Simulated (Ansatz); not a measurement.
TiTe:

```
Ti Te
1.0
     0.00000    3.05007    3.05007
     3.05007    0.00000    3.05007
     3.05007    3.05007    0.00000
Ti Te
1 1
Direct
  0.50000 0.50000 0.50000
  0.00000 0.00000 0.00000
```

The cell comes from a database or a generator and needn't be the stable form of this composition.

| Item | Value |
| --- | --- |
| Program | Ansatz 0.2.0 |
| Task | relaxation of cell and atoms |
| Functional | HF |
| Potentials or basis | Ansatz PAW |
| Cutoff | 420 eV (not typed: the program's choice for these potentials) |
| k mesh | 4 × 4 × 4 |
| Occupations | fermi-dirac, width 0.05 eV |
| Spin | no spin polarisation |

At the start: volume 28.37 Å³/atom.

How do energy, volume and symmetry change on relaxing?

It ends after 8 steps and the volume is 23.26 Å³/atom (-18.0 %); space group Fm-3m (No. 225, to 0.05 Å).

Step by step:
```
step  energy change (eV)  largest force (eV/Å)  volume (Å³)
   1              0.0000                0.0000        56.75
   2             -0.3979                0.0000        48.85
   3             -0.4231                0.0000        45.63
   4             -0.4275                0.0000        46.66
   5             -0.4276                0.0000        46.58
   6             -0.4202                0.0000        46.58
   7             -0.4203                0.0000        46.52
   8             -0.4203                0.0000        46.52
```

Final structure:
```
Ti Te
1.0
     0.00000    2.85461    2.85461
     2.85461    0.00000    2.85461
     2.85461    2.85461    0.00000
Ti Te
1 1
Direct
  0.50000 0.50000 0.50000
  0.00000 0.00000 0.00000
```

Caveat: the k mesh is coarse (spacing up to 0.45 Å⁻¹), so the values aren't converged, least of all with exact exchange; the volume moved by over 15 % at a fixed basis, so the end points are rough; the plane-wave basis is chosen anew once the cell has moved, so the energies of steps on either side of that aren't comparable; the PAW data sets come from PBE, with cores solved anew for the run's functional, which leaves a small shift of forces and pressure.
